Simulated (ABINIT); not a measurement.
Crystal: PbSe (Clausthalite).

```
Pb Se
1.0
     0.00000    3.06065    3.06065
     3.06065    0.00000    3.06065
     3.06065    3.06065    0.00000
Pb Se
1 1
Direct
  0.00000 0.00000 0.00000
  0.50000 0.50000 0.50000
```

Base run:

```yaml
Program: ABINIT 10.8.3 (patched build)
Functional: LDA
Potentials_or_basis: PseudoDojo NC SR LDA v0.4 stringent
Cutoff: 1306 eV
k_mesh: 6 × 6 × 6
Occupations: fermi-dirac, width 0.05 eV
Spin: no spin polarisation
```

Its results: band gap on the k mesh 0.19 eV, direct; pressure -3.2 GPa.

Question: After a change of settings the same cell gave: band gap on the k mesh 0.19 eV, direct; pressure -2.5 GPa. Which change was it?
A. functional from LDA to PBEsol; potentials or basis from PseudoDojo NC SR LDA v0.4 stringent to PseudoDojo NC SR PBEsol v0.4.1 standard; cutoff from 1306 eV to 1061 eV; valence electrons from 46 to 30
B. functional from LDA to PBE; potentials or basis from PseudoDojo NC SR LDA v0.4 stringent to PseudoDojo NC SR PBE v0.4.1 standard; cutoff from 1306 eV to 1061 eV; valence electrons from 46 to 30
C. functional from LDA to PBE; potentials or basis from PseudoDojo NC SR LDA v0.4 stringent to Ansatz NC PBE; cutoff from 1306 eV to 1061 eV; valence electrons from 46 to 30
D. potentials or basis from PseudoDojo NC SR LDA v0.4 stringent to PseudoDojo NC SR LDA v0.4.1 standard; cutoff from 1306 eV to 1061 eV; valence electrons from 46 to 30

Answer: D.

Caveats: spin-orbit coupling is left out, which as a rule narrows the gap of such compounds by several tenths of an eV.
